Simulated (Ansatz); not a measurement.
# Bands of Ta

```
CELL_PARAMETERS angstrom
0.00000 2.11000 2.11000
2.11000 0.00000 2.11000
2.11000 2.11000 0.00000
ATOMIC_POSITIONS crystal
Ta 0.00000 0.00000 0.00000
```

The conventional cell has a = 4.220 Å, b = 4.220 Å, c = 4.220 Å, α = 90.00°, β = 90.00°, γ = 90.00°. Around Ta (atom 1) lie 12 Ta at 2.98 Å.

The cell is COD entry 1534932, as deposited and not checked against the literature; nothing was relaxed.

No spin–orbit coupling, which matters for the heavy atoms here.

These are results of DFT, PBE, all-electron LAPW, scalar-relativistic (Ansatz 0.2.0), not measurements.

Numerical set-up: a Γ-centred 15×15×15 k mesh, Fermi–Dirac smearing of 0.08 eV, basis error target 0.5 meV/atom, no spin polarisation.

Points in fractions of the reciprocal vectors of this cell: Γ (0, 0, 0), X (0.5, 0, 0.5), U (0.625, 0.25, 0.625), K (0.375, 0.375, 0.75), L (0.5, 0.5, 0.5), W (0.5, 0.25, 0.75). The path joins them by straight lines in the order Γ–X–U–K–Γ–L–W–X; legs that retrace an earlier one aren't tabulated. Energies are in eV from the Fermi level.

Q: Is there a gap?

A: none: with an odd electron count and no spin polarisation the bands can't all be full, a metal in this set-up (spin order or a larger cell could open a gap).

Q: List the levels between -20 and 3 eV at the symmetry points.

A: 
Γ: -19.37 (×4), -19.31 (×3), -8.12, 0.44 (×3)
X: -19.36, -19.35 (×3), -19.34 (×2), -19.31, -4.39, -3.34, 2.88
U: -19.36 (×2), -19.35 (×2), -19.34, -19.33, -19.31, -3.29, -2.34, 0.44
K: -19.36 (×2), -19.35 (×2), -19.34, -19.33, -19.31, -3.29, -2.34, 0.44
L: -19.38, -19.36 (×2), -19.33 (×2), -19.32, -19.30, -4.61, 0.22 (×2), 0.68
W: -19.35 (×2), -19.35, -19.34 (×3), -19.31, -2.76, -1.16 (×2), 1.97
